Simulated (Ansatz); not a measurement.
The system is HgTe.

```xyz
2
Lattice="0.0000 3.1800 3.1800 3.1800 0.0000 3.1800 3.1800 3.1800 0.0000" Properties=species:S:1:pos:R:3 pbc="T T T"
Hg    0.0000    0.0000    0.0000
Te    3.1800    3.1800    3.1800
```

Measurements of this composition are mostly on another form, of space group No. 216.

Program: Ansatz 0.2.0. Alike in all runs: task band structure; potentials or basis Ansatz PAW; cell as given; smearing fermi-dirac 0.05 eV. Hardware: 2 threads of Arm Neoverse V1, on a shared host.

Task: Order these runs on this cell by their wall time, lowest first.
A. level r2SCAN; spin off; k mesh 7 × 7 × 7; cutoff (eV) 500
B. level RPBE; spin off; k mesh 7 × 7 × 7; cutoff (eV) 420
C. level PBEsol; spin SOC, no magnetisation; k mesh 5 × 5 × 5; cutoff (eV) 420

Result: B (3.2 s), A (11 s), C (39 s).

Runs at the PBE level aren't shown here.
